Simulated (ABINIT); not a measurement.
# Ir (Fm-3m) in ABINIT: notebook

One crystal, Ir, is run at these levels: BP86+D4, HCTH407; tasks: equation of state, band structure.

Everything below comes from runs of ABINIT 10.8.3 (patched build). Logs are shortened: lines on timing, memory, paths and dates and some standing lists are left out, and cuts for length are marked. The log counts tension as positive stress, the text compression.

**1. The crystal as given**

Symmetry: Fm-3m, No. 225, cubic system. The conventional cell has a = 3.831 Å, b = 3.831 Å, c = 3.831 Å, α = 90.00°, β = 90.00°, γ = 90.00°. Ir (site symmetry m-3m) has 12 Ir at 2.71 Å as nearest neighbours.

**2. Equation of state, BP86+D4**

Contents of run.py:

```python
import json, os
import numpy as np
from ase.eos import EquationOfState
from ase.units import GPa
from ase.calculators.mixing import SumCalculator
from dftd4.ase import DFTD4
from ase.calculators.abinit import Abinit, AbinitProfile
from ase import Atoms

atoms = Atoms(['Ir'],
              cell=[[0.0, 1.9156, 1.9156], [1.9156, 0.0, 1.9156], [1.9156, 1.9156, 0.0]],
              scaled_positions=[[0.0, 0.0, 0.0]],
              pbc=True)

profile = AbinitProfile(command='abinit', pp_paths=[os.path.abspath('pseudos')])
params = dict(
    pps='pawxml', xc='PBE',
    ecut=435.3822,
    pawecutdg=870.7644,
    kptopt=1,
    ngkpt=[12, 12, 12],
    nshiftk=1,
    shiftk=[0.0, 0.0, 0.0],
    ixc=-106132,
    nband=12,
    occopt=3,
    tsmear=0.05,
    nstep=100,
    tolvrs=1e-09,
    prtwf=0,
    prtden=0,
)

cell0 = atoms.cell.copy()
volumes, energies = [], []
for i, x in enumerate([0.94, 0.96, 0.98, 1.0, 1.02, 1.04, 1.06]):
    atoms.set_cell(cell0 * x ** (1 / 3), scale_atoms=True)
    atoms.calc = SumCalculator([Abinit(profile=profile, directory=f'v{i}', **params), DFTD4(method='bp86')])
    volumes.append(atoms.get_volume() / len(atoms))
    dft, disp = atoms.calc.mixer.calcs
    energies.append((dft.get_property('free_energy', atoms) + disp.get_property('energy', atoms)) / len(atoms))
    print(f'{x:5.2f} {volumes[-1]:10.5f} A^3/atom {energies[-1]:14.6f} eV/atom', flush=True)
    json.dump(dict(volumes=volumes, energies=energies), open('results.json', 'w'))
v0, e0, b0 = EquationOfState(volumes, energies, eos='birchmurnaghan').fit()
print(f'V0 {v0:.4f} A^3/atom  E0 {e0:.6f} eV/atom  B0 {b0 / GPa:.2f} GPa')
```

Potentials or basis: JTH PAW PBE v2.0.

On the command line:

```sh
python run.py
```

What it wrote:

```text
0.94   13.21516 A^3/atom   -2100.439150 eV/atom
 0.96   13.49633 A^3/atom   -2100.470522 eV/atom
 0.98   13.77750 A^3/atom   -2100.483952 eV/atom
 1.00   14.05868 A^3/atom   -2100.482747 eV/atom
 1.02   14.33985 A^3/atom   -2100.469168 eV/atom
 1.04   14.62103 A^3/atom   -2100.443224 eV/atom
 1.06   14.90220 A^3/atom   -2100.406995 eV/atom
V0 13.8967 A^3/atom  E0 -2100.485390 eV/atom  B0 398.41 GPa
```

abinit.in:

```text
ecut 435.3822 eV
ixc -106132
kptopt 1
natom 1
nband 12
ngkpt
12 12 12
nshiftk 1
nsppol 1
nstep 100
occopt 3
pawecutdg 870.7644 eV
prtden 0
prtwf 0
shiftk
0.0 0.0 0.0
tolvrs 1e-09
tsmear 0.05 eV
#Definition of the unit cell
acell
1.00000000000000 1.00000000000000 1.00000000000000 Angstrom
rprim
0.00000000000000 1.95317032263200 1.95317032263200
1.95317032263200 0.00000000000000 1.95317032263200
1.95317032263200 1.95317032263200 0.00000000000000
chkprim 0 # Allow non-primitive cells
#Definition of the atom types
ntypat 1
znucl 77
#Enumerate different atomic species
typat
 1
pseudos "./pseudos/Ir.GGA_PBE-JTH.xml"
#Definition of the atoms
xcart
0.00000000000000 0.00000000000000 0.00000000000000
chkexit 1 # abinit.exit file in the running directory terminates after the current SCF
```

abinit.abo:

```text
.Version 10.8.3 of ABINIT
 Symmetries : space group Fm -3 m (#225); Bravais cF (face-center cubic)
================================================================================
 Values of the parameters that define the memory need of the present run
     intxc =       0    ionmov =       0      iscf =      17    lmnmax =      18
     lnmax =       6     mgfft =      20  mpssoang =       3    mqgrid =    3001
     natom =       1  nloc_mem =       2    nspden =       1   nspinor =       1
    nsppol =       1      nsym =      48    n1xccc =       1    ntypat =       1
    occopt =       3   xclevel =       2
       mpw =         322          nfft =        8000          nkpt =          72
 PAW method is used; the additional fine FFT grid is defined by:
   mgfftf=        30    nfftf =     27000
================================================================================
================================================================================

--------------------------------------------------------------------------------
------------- Echo of variables that govern the present computation ------------
--------------------------------------------------------------------------------
 -outvars: echo values of preprocessed input variables --------
            acell      1.8897261259E+00  1.8897261259E+00  1.8897261259E+00 Bohr
              amu      1.92220000E+02
          chkexit           1
          chkprim           0
             ecut      1.60000007E+01 Hartree
                       outvar_i_n : Printing only first  50 k-points.
              ixc     -106132
                       outvar_i_n : Printing only first  50 k-points.
         kptrlatt       12    0    0      0   12    0      0    0   12
          kptrlen      6.26376172E+01
            natom           1
            nband          12
            ngfft          20      20      20
          ngfftdg          30      30      30
             nkpt          72
            nstep         100
             nsym          48
           ntypat           1
                       prtocc : prtvol=0, do not print more k-points.
           occopt           3
        pawecutdg      3.20000015E+01 Hartree
         pawxcdev           0
           prtden           0
            prtwf           0
            rprim      0.0000000000E+00  1.9531703226E+00  1.9531703226E+00
[... 146 lines left out ...]
   0.47512    0.74444    1.03089    1.22201
      occupation numbers for kpt#   1
   2.00000    2.00000    2.00000    2.00000    2.00000    2.00000    2.00000    2.00000
   2.00000    0.00000    0.00000    0.00000
 prteigrs : prtvol=0 or 1, do not print more k-points.

--- !EnergyTerms
iteration_state     : {dtset: 1, }
comment             : Components of total free energy in Hartree
kinetic             :  9.60553933900296E+00
hartree             :  8.68935023478918E+00
xc                  : -3.60870540374144E+00
Ewald energy        : -6.98730688478561E+01
psp_core            :  5.22905281340977E+00
local_psp           : -3.45046280297706E+01
PAW spherical_terms :  7.33239132621829E+00
internal            : -7.71300685679479E+01
'-kT*entropy'       : -1.91368383087278E-04
total_energy        : -7.71302599363310E+01
total_energy_eV     : -2.09882129438042E+03
...

--- !EnergyTermsDC
iteration_state     : {dtset: 1, }
comment             : '"Double-counting" decomposition of free energy'
band_energy         : -4.47036213460632E+00
Ewald energy        : -6.98730688478561E+01
psp_core            :  5.22905281340977E+00
xc_dc               : -7.89372898156034E+00
PAW spherical_terms : -1.21968801377425E-01
internal            : -7.71300759519904E+01
'-kT*entropy'       : -1.91368383087278E-04
total_energy_dc     : -7.71302673203735E+01
total_energy_dc_eV  : -2.09882149531045E+03
...

--- !EnergyTermsWithPAWCore
iteration_state     : {dtset: 1, }
comment             : 'Components of total free energy, including PAW core contributions'
Total energy        : -1.78299763686968E+04
Total energy DC     : -1.78299763760809E+04
Total energy (eV)   : -4.85178373725324E+05
Total energy DC (eV): -4.85178373926254E+05
...

 Cartesian components of stress tensor (hartree/bohr^3)
  sigma(1 1)=  2.26112595E-04  sigma(3 2)=  0.00000000E+00
  sigma(2 2)=  2.26112595E-04  sigma(3 1)=  0.00000000E+00
  sigma(3 3)=  2.26112595E-04  sigma(2 1)=  0.00000000E+00

-Cartesian components of stress tensor (GPa)         [Pressure= -6.6525E+00 GPa]
- sigma(1 1)=  6.65246223E+00  sigma(3 2)=  0.00000000E+00
- sigma(2 2)=  6.65246223E+00  sigma(3 1)=  0.00000000E+00
- sigma(3 3)=  6.65246223E+00  sigma(2 1)=  0.00000000E+00

== END DATASET(S) ==============================================================
================================================================================

 -outvars: echo values of variables after computation  --------
            acell      1.8897261259E+00  1.8897261259E+00  1.8897261259E+00 Bohr
           etotal     -7.7130267320E+01
            fcart     -0.0000000000E+00 -0.0000000000E+00 -0.0000000000E+00
            rprim      0.0000000000E+00  1.9531703226E+00  1.9531703226E+00
                       1.9531703226E+00  0.0000000000E+00  1.9531703226E+00
                       1.9531703226E+00  1.9531703226E+00  0.0000000000E+00
           strten      2.2611259541E-04  2.2611259541E-04  2.2611259541E-04
                       0.0000000000E+00  0.0000000000E+00  0.0000000000E+00
 Calculation completed.
```

Wall time 63 s (1 thread of Arm Neoverse V2, shared host); peak memory 0.12 GiB.

Results:

| Property | Result |
| --- | --- |
| Equilibrium volume | 13.90 Å³/atom |
| Bulk modulus | 398 GPa |
| Pressure derivative of the bulk modulus | 5.2 (rough: it moves with the points fitted) |

Energy against volume, from the lowest point:
```csv
volume (Å³/atom),energy (meV/atom)
13.215,44.80
13.496,13.43
13.778,0.00
14.059,1.20
14.340,14.78
14.621,40.73
14.902,76.96
```

Caveat: pressures at fixed basis lie under the slope of the energies; the log and the count of SCF iterations are those of the last ABINIT call alone; the PAW data sets were made with another functional, which shifts forces and pressure a little. The run has no spin-orbit coupling, so splittings on Ir are missing.

**3. Band structure, HCTH407, spin-orbit coupling, no magnetisation**

Contents of run.abi:

```
# Datasets: ground state, then fixed potential
ndtset 2

# Pseudopotentials
pp_dirpath "./"
pseudos "Ir.GGA_PBE-JTH.xml"

# Structure
acell 3*1.0 Angstrom
rprim
     0.0000000000     1.9156000000     1.9156000000
     1.9156000000     0.0000000000     1.9156000000
     1.9156000000     1.9156000000     0.0000000000
ntypat 1
znucl 77
natom 1
typat 1
xred
     0.0000000000     0.0000000000     0.0000000000

# Plane-wave basis
ecut 16.0
pawecutdg 32.0

# Exchange and correlation
ixc 27

# Bands and occupations
occopt 3
tsmear 0.05 eV

# Spin
nspinor 2
nspden 1
pawspnorb 1

# SCF cycle
nstep 100

# Output
iomode 3
prtwf 0
prteig 0
prtebands 0
prtden1 1

# Dataset 1
kptopt1 4
ngkpt1 12 12 12
nshiftk1 1
shiftk1 0.0 0.0 0.0
nband1 24
tolvrs1 1.0e-9

# Dataset 2: bands along G-X-W-K-G-L-U-W-L-K
iscf2 -2
getden2 1
nband2 36
nbdbuf2 8
tolwfr2 1.0e-11
kptopt2 -9
ndivsm2 6
prteig2 1
prtvol2 -3
kptbounds2
     0.0000000000     0.0000000000     0.0000000000
     0.5000000000     0.0000000000     0.5000000000
     0.5000000000     0.2500000000     0.7500000000
     0.3750000000     0.3750000000     0.7500000000
     0.0000000000     0.0000000000     0.0000000000
     0.5000000000     0.5000000000     0.5000000000
     0.6250000000     0.2500000000     0.6250000000
     0.5000000000     0.2500000000     0.7500000000
     0.5000000000     0.5000000000     0.5000000000
     0.3750000000     0.3750000000     0.7500000000
```

Potentials or basis: JTH PAW PBE v2.0.

On the command line:

```sh
abinit run.abi > log 2>&1
```

It took 67 s on 1 thread of Arm Neoverse V2, shared host; peak memory 0.12 GiB.

Results (log left out):

```yaml
Free_energy: -2113.4096 eV
Pressure: -1.9 GPa
Band_gap_on_the_k_mesh: none (metal or under the smearing width)
Valence_electrons_inside_the_program's_atomic_spheres: Ir 13.64 (radii [1.3286] Å)
```

Levels at the corners of the path, in eV from the Fermi level:
| point | band 10 | band 11 | band 12 | band 13 | band 14 | band 15 | band 16 | band 17 | band 18 | band 19 |
| --- | --- | --- | --- | --- | --- | --- | --- | --- | --- | --- |
| Γ | -4.29 | -4.29 | -4.29 | -3.44 | -3.44 | -1.18 | -1.18 | -1.18 | -1.18 | 5.44 |
| X | -7.43 | 0.52 | 0.52 | 0.97 | 0.97 | 1.50 | 1.50 | 1.86 | 1.86 | 5.37 |
| W | -5.04 | -5.00 | -5.00 | -1.83 | -1.83 | 1.34 | 1.34 | 5.38 | 5.38 | 8.25 |
| K | -6.10 | -3.08 | -3.08 | -1.02 | -1.02 | 0.56 | 0.56 | 5.31 | 5.31 | 6.43 |
| Γ | -4.29 | -4.29 | -4.29 | -3.44 | -3.44 | -1.18 | -1.18 | -1.18 | -1.18 | 5.44 |
| L | -4.53 | -3.65 | -3.65 | -0.86 | -0.86 | 0.47 | 0.47 | 1.06 | 1.06 | 5.39 |
| U | -6.10 | -3.08 | -3.08 | -1.02 | -1.02 | 0.56 | 0.56 | 5.31 | 5.31 | 6.43 |
| W | -5.04 | -5.00 | -5.00 | -1.83 | -1.83 | 1.34 | 1.34 | 5.38 | 5.38 | 8.25 |
| L | -4.53 | -3.65 | -3.65 | -0.86 | -0.86 | 0.47 | 0.47 | 1.06 | 1.06 | 5.39 |
| K | -6.10 | -3.08 | -3.08 | -1.02 | -1.02 | 0.56 | 0.56 | 5.31 | 5.31 | 6.43 |

Caveat: the PAW data sets were made with another functional, which shifts forces and pressure a little.
